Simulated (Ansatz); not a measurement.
Relaxed ZrO₂ (fluorite):

```yaml
crystal:
  lattice:
    - [0.00000, 5.11588, 5.11588]
    - [2.55794, 2.55794, 5.11588]
    - [2.55794, 2.55794, 0.00000]
  atoms:
    - { symbol: Zr, position: [0.00000, 0.00000, 0.00000] }
    - { symbol: Zr, position: [0.50000, 0.00000, 0.00000] }
    - { symbol: O, position: [0.00000, 0.25000, 0.25000] }
    - { symbol: O, position: [0.50000, 0.25000, 0.25000] }
    - { symbol: O, position: [0.00000, 0.75000, 0.75000] }
    - { symbol: O, position: [0.50000, 0.75000, 0.75000] }
```

The atoms are displaced by Q × the pattern below (from a DFPT mode at X = (0.5, 0.5, 0.0), largest move 1; Q in Å), at fixed cell. (q is in reciprocal vectors of the primitive cell; the cell shown is doubled to hold the pattern.)

```csv
atom,x,y,z
O3,0.000,0.000,-1.000
O4,0.000,0.000,1.000
O5,0.000,0.000,-1.000
O6,0.000,0.000,1.000
```

Atoms not listed stay in place.

The numbers are results of PBE (plane waves to 420 eV, PAW, scalar-relativistic; Ansatz, a quantum-chemistry and plane-wave program), not measurements. k mesh 11×11×11 (Γ-centred), Fermi-Dirac smearing 0.05 eV. E stands for the smeared free energy. The PAW data are Ansatz's earlier set. This is a high-temperature form of ZrO2. ZrO2 is run without spin polarisation. ZrO2 was relaxed with its symmetry unable to fall. ΔE is measured from the undisplaced structure.

```json
[
 {"Q (Å)": "-0.4400", "ΔE (meV/cell)": "339"},
 {"Q (Å)": "-0.3667", "ΔE (meV/cell)": "29"},
 {"Q (Å)": "-0.2933", "ΔE (meV/cell)": "-120"},
 {"Q (Å)": "-0.2200", "ΔE (meV/cell)": "-144"},
 {"Q (Å)": "-0.1467", "ΔE (meV/cell)": "-95"},
 {"Q (Å)": "-0.0733", "ΔE (meV/cell)": "withheld"},
 {"Q (Å)": "0.0000", "ΔE (meV/cell)": "0"},
 {"Q (Å)": "0.0733", "ΔE (meV/cell)": "withheld"},
 {"Q (Å)": "0.1467", "ΔE (meV/cell)": "-95"},
 {"Q (Å)": "0.2200", "ΔE (meV/cell)": "-144"},
 {"Q (Å)": "0.2933", "ΔE (meV/cell)": "-120"},
 {"Q (Å)": "0.3667", "ΔE (meV/cell)": "29"},
 {"Q (Å)": "0.4400", "ΔE (meV/cell)": "339"}
]
```

### Question
Fit an even polynomial form (powers 2, 4, 6) to the given rows and predict ΔE at Q = 0.0733.

### Answer
Least squares on the 11 given rows: ΔE = (-5316)·Q² + (52090)·Q⁴ + (-80580)·Q⁶, in meV/cell with Q in Å; root-mean-square residual 2.3 meV/cell. At 0.0733 the fit gives -27 meV/cell; the calculation gives -29 meV/cell, so the interpolation is off by 2 (+6.9 %). The quadratic term alone would give -29 meV/cell: it is negative, as the undisplaced cell is unstable along this move.

(For displaced atoms, the force is minus the slope of the energy, and its curvature is a force constant, which sets phonon frequencies.)
